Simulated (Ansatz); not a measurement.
**Cu: a slab and its surfaces, (111), 7 layers**

Aim: cut a slab of Cu (111), 7 layers from the relaxed bulk, relax it, and get surface energy and work function. Methods of the runs shown: LAPW. Companion runs by PAW are cited. Its runs: bulk in the slab's orientation (LAPW); the reference run (LAPW); at the positions relaxed by PAW (LAPW); no images along the normal (LAPW).

Method: DFT, PBEsol, all-electron LAPW, scalar-relativistic, in Ansatz 0.2.0.

### 1 Starting point

It takes space group Fm-3m (No. 225, cubic). Conventional cell: a = 3.564 Å, b = 3.564 Å, c = 3.564 Å, α = 90.00°, β = 90.00°, γ = 90.00°. Cu (site symmetry m-3m) has 12 Cu at 2.52 Å as nearest neighbours.

As a file:

```cif
data_structure
_symmetry_space_group_name_H-M 'P 1'
_symmetry_Int_Tables_number 1
_cell_length_a 2.5198
_cell_length_b 2.5198
_cell_length_c 6.1723
_cell_angle_alpha 90.000
_cell_angle_beta 90.000
_cell_angle_gamma 120.000
_cell_volume 33.94
loop_
_atom_site_label
_atom_site_type_symbol
_atom_site_fract_x
_atom_site_fract_y
_atom_site_fract_z
_atom_site_occupancy
Cu1 Cu 0.00000 0.00000 0.00000 1
Cu2 Cu 0.33333 0.66667 0.33333 1
Cu3 Cu 0.66667 0.33333 0.66667 1
```

Atoms are numbered in the order of the input: Cu1, Cu2, Cu3.

### 2 Bulk in the slab's orientation, LAPW

File input.yaml:

```yaml
crystal:
  lattice:
    - [0.0, 1.7817812445, -1.7817812445]
    - [-1.7817812445, 0.0, 1.7817812445]
    - [3.563562489, 3.563562489, 3.563562489]
  atoms:
    - { symbol: Cu, position: [0.0, 0.0, 0.0] }
    - { symbol: Cu, position: [0.333333333, 0.666666667, 0.333333333] }
    - { symbol: Cu, position: [0.666666667, 0.333333333, 0.666666667] }
kpoints:
  mp_grid: { grid: [18, 18, 7] }
scf:
  occupations: { method: fermi_dirac, width: 0.1 }
hamiltonian:
  xc: pbesol
  pseudopotentials: { kind: all_electron, lapw: { basis_error: 0.001 } }
output:
  forces: true
  stress: true
  eigenvalues: true
```

The run is started by

```bash
$ ansatz run input.yaml --threads 3 --pin off --max-ram 8192MiB --backend cpu --events-out ev --progress --plain --runs-dir out
```

The program printed, shortened:

```text
LAPW: plane waves up to 8.943 Å⁻¹, error target 1.0e-3 eV per atom; small_component_spin mean_spin; Cu in spheres of 1.260 Å, 19 of its electrons in bands, Dirac shells []
[...]
Pseudopotentials: kind: all_electron
Pseudopotential: Cu, LAPW, valence charge 19, Koelling and Harmon's equation, gaussian nucleus
Functional definition: PBEsol
[...]
Crystal: 3 atoms, lattice volume = 33.940 Å³
Basis set: ecut = 304.6979854066864 eV, 425 PW (Γ), exchange–correlation at level 2
Bands: 35, of which v1, the nominal top of the filled ones, is band 29 counted from 1 (28 counted from 0)
Symmetry: 36 space group operations
Space group: Fm-3m (ITA 225), of the structure as read, at distance tolerance 3.2e-5 Å
k-points: 229 of 2268
[...]
SCF iter   1: F=—  HF=-134996.711804 eV  |F-HF|=—  |Δ(HF+E_count)|=         —  Δρ=4.94e-2  dr2=3.78e-1  ethr=6.61e-4  ⟨swp⟩=2.2  Hψ=55421  notcnv=0
[...]
SCF iter   9: F=-134993.710993 eV  HF=-134993.710993 eV  |F-HF|=2.36e-9  |Δ(HF+E_count)|=   4.94e-8  Δρ=2.57e-6  dr2=1.71e-9  ethr=5.24e-11  ⟨swp⟩=2.0  Hψ=22666  notcnv=0
[...]
SCF converged after 9 iterations
Free energy (F): -134993.710993 eV
[...]
E sigma→0 (E₀):  -134993.696188 eV
Entropy (-TS):   -0.029612 eV (-9.871 meV/atom)
Fermi energy:    17.360065 eV
[...]
--- Forces (eV/Å), atoms counted from 1 ---
  atom   1  Cu    -0.00000000    -0.00000000     0.00000000
  atom   2  Cu    -0.00000000     0.00000000     0.00000000
  atom   3  Cu    -0.00000000    -0.00000000    -0.00000000
[...]
--- Stress (GPa, compression-positive) ---
        0.038643      -0.096908      -0.096908
       -0.096908       0.038643      -0.096908
       -0.096908      -0.096908       0.038643
  P = ⅓ Tr σ = 0.0386 GPa (0.386 kbar)
--- Band table (eV; the first three rows and the last of 229) ---
[...]
```

Wall time 37 s (3 threads of Arm Neoverse V1, shared host); peak memory 0.94 GiB.

This run gives: pressure 0.04 GPa; no gap.

### 3 The slab as cut

The slab cell holds 7 atoms: a = 2.520 Å, b = 2.520 Å, c = 28.345 Å, α = 90.00°, β = 90.00°, γ = 120.00°.

### 4 Slab as cut, LAPW

File input.yaml:

```yaml
crystal:
  lattice:
    - [2.5198192012, 0.0, 0.0]
    - [-1.2599096006, 2.1822274411, 0.0]
    - [0.0, 0.0, 28.3445]
  atoms:
    - { symbol: Cu, position: [0.0, 0.0, 0.2822409536] }
    - { symbol: Cu, position: [0.333333334, 0.666666666, 0.3548273023] }
    - { symbol: Cu, position: [0.666666667, 0.333333333, 0.427413651] }
    - { symbol: Cu, position: [0.0, 0.0, 0.4999999997] }
    - { symbol: Cu, position: [0.333333334, 0.666666666, 0.572586349] }
    - { symbol: Cu, position: [0.666666667, 0.333333333, 0.6451726977] }
    - { symbol: Cu, position: [0.0, 0.0, 0.7177590464] }
kpoints:
  mp_grid: { grid: [18, 18, 1] }
scf:
  occupations: { method: fermi_dirac, width: 0.1 }
hamiltonian:
  xc: pbesol
  pseudopotentials: { kind: all_electron, lapw: { basis_error: 0.001 } }
output:
  forces: true
  stress: true
  eigenvalues: true
  populations: true
  dos: { projected: true, de: 0.2, e_range: [-14, 8] }
efield:
  axis: 3
  amplitude: 0
  dipole_correction: true
```

The run is started by

```bash
$ ansatz run input.yaml --threads 3 --pin off --max-ram 8192MiB --backend cpu --events-out ev --progress --plain --runs-dir out
```

The program printed:

```text
Cu: projections on atomic orbitals take those of the free atom 1s2 2s2 2p6 3s2 3p6 3d10 4s1, of charge +0.00 (hamiltonian.pseudopotentials.projection_atoms)
LAPW: plane waves up to 8.943 Å⁻¹, error target 1.0e-3 eV per atom; small_component_spin mean_spin; Cu in spheres of 1.260 Å, 19 of its electrons in bands, Dirac shells []
Engine: ansatz 0.2.0
[... 3 set-up lines as earlier in the session ...]
  exchange = pbesol_x
  correlation = pbesol_c
Crystal: 7 atoms, lattice volume = 155.861 Å³
Basis set: ecut = 304.6929574847836 eV, 1953 PW (Γ), exchange–correlation at level 2
Bands: 80, of which v1, the nominal top of the filled ones, is band 67 counted from 1 (66 counted from 0)
Symmetry: 6 space group operations
k-points: 37 of 324 (time reversal used)
Non-local potential: Cu, projectors of the file, none
Initial density: superposition of atomic densities (neutral atoms: chi_scale 0, normalization atom)
Initial wavefunctions: plane waves of lowest kinetic energy (no species holds an atomic orbital)
Functional: x = pbesol(κ = 0.804, μ = 0.12345679012345678), c = pbesol(β = 0.046)
iter 1 solved again at ethr=7.96e-4 eV; its pass at ethr=1.00e-1 eV (dr2=1.06e0 eV) is discarded
SCF iter   1: F=—  HF=-314990.844137 eV  |F-HF|=—  |Δ(HF+E_count)|=         —  Δρ=3.60e-2  dr2=1.07e0  ethr=7.96e-4  p=0.000 e·Å  D=1.80e-13 V/Å  ΔV_dip=-0.00 eV  dr2_dipole=3.10e-15  V_vac-E_F(+/−)=4.40/4.40 eV  ⟨swp⟩=2.6  Hψ=19729  notcnv=0
efield: sawtooth ramp at fractional position 0.9500 (placed from the atoms, in the widest stretch of the axis that holds none; the zero of the levels goes with the place), width 0.1000; the density the first Hamiltonian is built on has a dipole p = 0.000 e·Å; the dipole correction subtracts the counter field D = 3.99e-13 V/Å, which shifts the + side's vacuum level by -0.00 eV against the − side's; the planar-averaged density in the ramp window peaks in size at 1.5e-6 e/Å³
preconditioner: auto → LDOS  [metal: Δε(μ)=0.070 eV  Ē_g=8.407 eV  σ=0.100 eV  W_gap=0.17  n_scr=22 (ndim 8)  ℏωp=26.1 eV  f_vac=0.467  D(μ)=3.25/eV (n_scr^D=16)  β→1.0]
SCF iter   2: F=—  HF=-315021.816716 eV  |F-HF|=—  |Δ(HF+E_count)|=    3.10e1  Δρ=2.50e-2  dr2=4.85e0  ethr=7.96e-4  p=0.000 e·Å  D=1.21e-6 V/Å  ΔV_dip=-0.00 eV  dr2_dipole=9.60e-11  V_vac-E_F(+/−)=3.56/3.56 eV  ⟨swp⟩=3.1  Hψ=10721  notcnv=0  recentre
iter 3 solved again at ethr=6.49e-5 eV; its pass at ethr=7.96e-4 eV (dr2=8.63e-2 eV) is discarded
SCF iter   3: F=—  HF=-314984.274710 eV  |F-HF|=—  |Δ(HF+E_count)|=    3.75e1  Δρ=7.71e-3  dr2=8.64e-2  ethr=6.49e-5  p=0.000 e·Å  D=6.74e-7 V/Å  ΔV_dip=-0.00 eV  dr2_dipole=3.01e-14  V_vac-E_F(+/−)=5.18/5.18 eV  ⟨swp⟩=2.0  Hψ=16774  notcnv=0
SCF iter   4: F=—  HF=-314984.250622 eV  |F-HF|=—  |Δ(HF+E_count)|=         —  Δρ=3.39e-3  dr2=1.55e-2  ethr=6.49e-5  p=0.000 e·Å  D=6.20e-7 V/Å  ΔV_dip=-0.00 eV  dr2_dipole=8.00e-11  V_vac-E_F(+/−)=4.94/4.94 eV  ⟨swp⟩=3.0  Hψ=9318  notcnv=0
the basis was enlarged: its passes take 448.0 KiB over the memory plan, 3 of 3 planned eigensolver slots
SCF iter   5: F=—  HF=-314984.185882 eV  |F-HF|=—  |Δ(HF+E_count)|=   6.47e-2  Δρ=1.98e-3  dr2=6.89e-3  ethr=1.17e-5  p=0.000 e·Å  D=5.52e-7 V/Å  ΔV_dip=-0.00 eV  dr2_dipole=1.39e-15  V_vac-E_F(+/−)=5.02/5.02 eV  ⟨swp⟩=3.0  Hψ=9094  notcnv=0
SCF iter   6: F=—  HF=-314984.186486 eV  |F-HF|=—  |Δ(HF+E_count)|=   6.04e-4  Δρ=5.80e-4  dr2=7.95e-4  ethr=5.18e-6  p=-0.000 e·Å  D=-3.18e-8 V/Å  ΔV_dip=0.00 eV  dr2_dipole=2.70e-12  V_vac-E_F(+/−)=4.99/4.99 eV  ⟨swp⟩=2.0  Hψ=8382  notcnv=0
SCF iter   7: F=—  HF=-314984.186010 eV  |F-HF|=—  |Δ(HF+E_count)|=   4.76e-4  Δρ=1.30e-4  dr2=6.04e-5  ethr=5.98e-7  p=-0.000 e·Å  D=-1.16e-7 V/Å  ΔV_dip=0.00 eV  dr2_dipole=1.26e-12  V_vac-E_F(+/−)=4.98/4.98 eV  ⟨swp⟩=2.5  Hψ=8435  notcnv=0
SCF iter   8: F=—  HF=-314984.186000 eV  |F-HF|=—  |Δ(HF+E_count)|=   1.01e-5  Δρ=6.30e-5  dr2=8.32e-6  ethr=4.54e-8  p=-0.000 e·Å  D=-1.10e-7 V/Å  ΔV_dip=0.00 eV  dr2_dipole=6.29e-13  V_vac-E_F(+/−)=4.97/4.97 eV  ⟨swp⟩=2.4  Hψ=8407  notcnv=0
SCF iter   9: F=—  HF=-314984.186002 eV  |F-HF|=—  |Δ(HF+E_count)|=   2.46e-6  Δρ=3.10e-5  dr2=1.47e-6  ethr=6.25e-9  p=-0.000 e·Å  D=-6.63e-8 V/Å  ΔV_dip=0.00 eV  dr2_dipole=1.50e-13  V_vac-E_F(+/−)=4.97/4.97 eV  ⟨swp⟩=2.5  Hψ=8414  notcnv=0
SCF iter  10: F=—  HF=-314984.186003 eV  |F-HF|=—  |Δ(HF+E_count)|=   1.33e-6  Δρ=8.26e-6  dr2=2.03e-7  ethr=1.10e-9  p=-0.000 e·Å  D=-1.48e-8 V/Å  ΔV_dip=0.00 eV  dr2_dipole=5.38e-16  V_vac-E_F(+/−)=4.96/4.96 eV  ⟨swp⟩=3.0  Hψ=8750  notcnv=0
SCF iter  11: F=-314984.186003 eV  HF=-314984.186003 eV  |F-HF|=6.46e-9  |Δ(HF+E_count)|=   8.09e-8  Δρ=2.25e-6  dr2=3.02e-8  ethr=1.53e-10  p=-0.000 e·Å  D=-2.91e-9 V/Å  ΔV_dip=0.00 eV  dr2_dipole=1.22e-15  V_vac-E_F(+/−)=4.96/4.96 eV  ⟨swp⟩=3.0  Hψ=8851  notcnv=0
SCF 1 converged in 11 iterations: F = -314984.186003 eV  dr2 = 3.02e-8
SCF converged after 11 iterations
Free energy (F): -314984.186003 eV
Harris-Foulkes:  -314984.186003 eV  (|F-HF|=6.46e-9)
Internal energy: -314984.106882 eV  (E = F + TS)
E sigma→0 (E₀):  -314984.146443 eV
Entropy (-TS):   -0.079122 eV (-11.303 meV/atom)
Fermi energy:    6.422977 eV
Dipole field:    D = -0.000000 V/Å  (p = -0.000000 e·Å, saw-weighted, corrected)
Work function:   Φ+ = 4.9630 eV   Φ− = 4.9630 eV
Levels:          The Fermi level and band energies are counted from a zero that moves with the ramp; work functions are not
--- Per-component energies (eV) ---
  E_band       = -3883.472300
  E_kinetic    = 320360.044006
  E_xc         = -12623.284131
  E_efield     = 0.000000  (sawtooth field / dipole correction)
  E_electrostatic = -622720.866756  (all electrons and nuclei)
  E_smearing   = -0.079122  (= −TS)
  E_closure    = 0.000000  (closes the sum)
  E_atoms      = -314954.918956  (free atoms, spherical and without spin; not in F)
  Σ components = -314984.186003   (vs F -314984.186003, Δ=0.00e0)
  Basis errors (estimates in eV, not in F): energy 2.7e-4 per atom: plane waves 2.3e-4 (1.2e-4 summed), levels above the bands 1.3e-42, relativity 3.6e-9, radial functions 4.5e-5, core shells 8.8e-11; eigenvalues (radial functions only) 6.5e-7; not estimated: angular momenta, meshes, grids; target (lapw.basis_error) 1.0e-3; muffin-tin radii Cu 1.260 Å
--- Forces (eV/Å), atoms counted from 1 ---
  atom   1  Cu     0.00000000     0.00000000     0.08732245
  atom   2  Cu    -0.00000000     0.00000000    -0.04493327
  atom   3  Cu    -0.00000000     0.00000000    -0.02788669
  atom   4  Cu     0.00000000     0.00000000     0.00000030
  atom   5  Cu     0.00000000    -0.00000000     0.02788689
  atom   6  Cu     0.00000000    -0.00000000     0.04493344
  atom   7  Cu    -0.00000000    -0.00000000    -0.08732287
  max |Σ_I F_I| component: 2.63e-7 eV/Å
--- Stress (GPa, compression-positive) ---
       -1.480040       0.000000      -0.000000
        0.000000      -1.480040      -0.000000
       -0.000000      -0.000000      -0.605731
  P = ⅓ Tr σ = -1.1886 GPa (-11.886 kbar)
--- Band table (eV; the first three rows and the last of 37) ---
  k-point 0: bands = ["-105.9527", "-105.9379", "-105.9357", "-105.9242", "-105.9240", "-105.6329", "-105.6329", "-63.5264", "-63.4959", "-63.4643", "-63.4308", "-63.4258", "-63.4258", "-63.4135", "-63.4090", "-63.4090", "-63.4069", "-63.4069", "-63.3974", "-63.3974", "-63.3969", "-63.3969", "-63.1378", "-63.1378", "-63.1378", "-63.1378", "-63.1053", "-63.1053", "-3.1934", "-2.6834", "-1.8858", "-0.8717", "0.1461", "0.8325", "1.0406", "3.0719", "3.0878", "3.2360", "3.2654", "3.2654", "3.3040", "3.3129", "3.3129", "3.3431", "3.3431", "3.4063", "3.4063", "3.4151", "3.4151", "3.4857", "3.6583", "3.6583", "3.6587", "3.6587", "4.1204", "4.1598", "4.1598", "4.1846", "4.1846", "4.2654", "4.2654", "4.4183", "4.4183", "4.6077", "4.6077", "4.7763", "4.7763", "4.8148", "4.8148", "5.5654", "5.8870", "10.7427", "11.1248", "11.4894", "12.4971", "12.8810", "14.5886", "14.7867", "17.1775", "17.2433"]
  k-point 1: bands = ["-105.9523", "-105.9376", "-105.9353", "-105.9238", "-105.9237", "-105.6325", "-105.6325", "-63.5253", "-63.4953", "-63.4644", "-63.4322", "-63.4278", "-63.4266", "-63.4143", "-63.4114", "-63.4098", "-63.4091", "-63.4076", "-63.4000", "-63.3998", "-63.3980", "-63.3976", "-63.1408", "-63.1408", "-63.1386", "-63.1386", "-63.1050", "-63.1050", "-3.0907", "-2.5825", "-1.7880", "-0.7785", "0.2332", "0.9104", "1.1092", "3.0236", "3.0407", "3.2110", "3.2213", "3.2400", "3.3023", "3.3139", "3.3373", "3.3502", "3.3801", "3.3901", "3.4083", "3.4366", "3.4518", "3.4718", "3.6373", "3.6478", "3.6882", "3.6929", "3.8936", "4.1043", "4.1077", "4.1924", "4.1995", "4.2719", "4.2901", "4.4203", "4.4783", "4.6003", "4.6086", "4.6410", "4.7769", "4.8165", "4.9084", "5.8401", "6.2108", "10.8111", "11.2161", "11.5691", "12.5895", "12.9634", "14.6768", "14.8758", "17.2700", "17.3301"]
  k-point 2: bands = ["-105.9511", "-105.9364", "-105.9344", "-105.9229", "-105.9228", "-105.6315", "-105.6315", "-63.5223", "-63.4939", "-63.4648", "-63.4386", "-63.4322", "-63.4290", "-63.4193", "-63.4173", "-63.4139", "-63.4122", "-63.4098", "-63.4084", "-63.4062", "-63.3999", "-63.3994", "-63.1492", "-63.1492", "-63.1407", "-63.1407", "-63.1041", "-63.1041", "-2.7858", "-2.2835", "-1.4995", "-0.5059", "0.4840", "1.1329", "1.3046", "2.8817", "2.9434", "3.0695", "3.1156", "3.1452", "3.2247", "3.3276", "3.3669", "3.3907", "3.3965", "3.4146", "3.4744", "3.4866", "3.5205", "3.5590", "3.5655", "3.5986", "3.6510", "3.7689", "3.7878", "4.0231", "4.0447", "4.1576", "4.1867", "4.2576", "4.2877", "4.3354", "4.4248", "4.4568", "4.6104", "4.7698", "4.7783", "4.8213", "5.3445", "6.3883", "6.8990", "11.0117", "11.4898", "11.8176", "12.8687", "13.2122", "14.9431", "15.1433", "17.5463", "17.5902"]
  k-point 36: bands = ["-105.9372", "-105.9233", "-105.9233", "-105.9126", "-105.9126", "-105.6199", "-105.6199", "-63.5041", "-63.5041", "-63.4977", "-63.4826", "-63.4826", "-63.4820", "-63.4749", "-63.4749", "-63.4690", "-63.4627", "-63.4422", "-63.4389", "-63.4389", "-63.4339", "-63.4339", "-63.2063", "-63.2063", "-63.2054", "-63.2054", "-63.0942", "-63.0942", "2.1958", "2.1958", "2.2013", "2.2930", "2.2930", "2.3129", "2.3260", "2.3278", "2.3278", "2.4296", "2.4296", "2.6124", "2.6365", "2.9954", "2.9954", "3.0376", "3.1638", "3.1638", "3.5661", "3.5661", "3.6240", "3.6240", "4.0282", "4.0448", "4.0448", "4.0649", "4.2435", "4.2435", "4.5975", "4.6504", "4.6504", "4.6943", "4.7401", "4.7401", "4.7476", "9.8109", "9.8315", "9.8315", "9.9587", "10.2257", "10.2257", "10.9262", "10.9262", "11.5738", "11.8931", "11.8931", "12.0783", "12.9231", "12.9231", "14.3814", "14.6465", "15.7248"]
--- Löwdin populations: 7 sites ---
  site symbol       q [e]
     0     Cu     28.8641
     1     Cu     28.8342
     2     Cu     28.8384
     3     Cu     28.8369
     4     Cu     28.8384
     5     Cu     28.8342
     6     Cu     28.8641
  spilling = 0.005368 (of n_electrons = 203.000000)
```

Wall time 2.8 min (3 threads of Arm Neoverse V1, shared host); peak memory 1.2 GiB.

In short: no gap; largest force 0.087 eV/Å; work function 4.96 eV.

States per cell in windows of 1 eV (zero at the Fermi level; grid of 0.20 eV, so sharp peaks spill over the borders):

| from | to | total | Cu 3d | Cu 4s |
| --- | --- | --- | --- | --- |
| -10 | -9 | 0.11 | 0.00 | 0.10 |
| -9 | -8 | 0.50 | 0.01 | 0.47 |
| -8 | -7 | 0.80 | 0.04 | 0.73 |
| -7 | -6 | 1.23 | 0.19 | 1.01 |
| -6 | -5 | 2.89 | 1.43 | 1.41 |
| -5 | -4 | 10.20 | 9.01 | 1.06 |
| -4 | -3 | 16.19 | 15.56 | 0.37 |
| -3 | -2 | 23.52 | 22.74 | 0.53 |
| -2 | -1 | 18.89 | 18.25 | 0.54 |
| -1 | 0 | 2.42 | 1.19 | 0.93 |
| 0 | 1 | 2.20 | 0.60 | 1.00 |
| 1 | 2 | 1.97 | 0.31 | 0.82 |
| 2 | 3 | 1.80 | 0.17 | 0.59 |
| 3 | 4 | 1.38 | 0.08 | 0.33 |
| 4 | 5 | 1.60 | 0.09 | 0.57 |

[end of part 1 of 2]
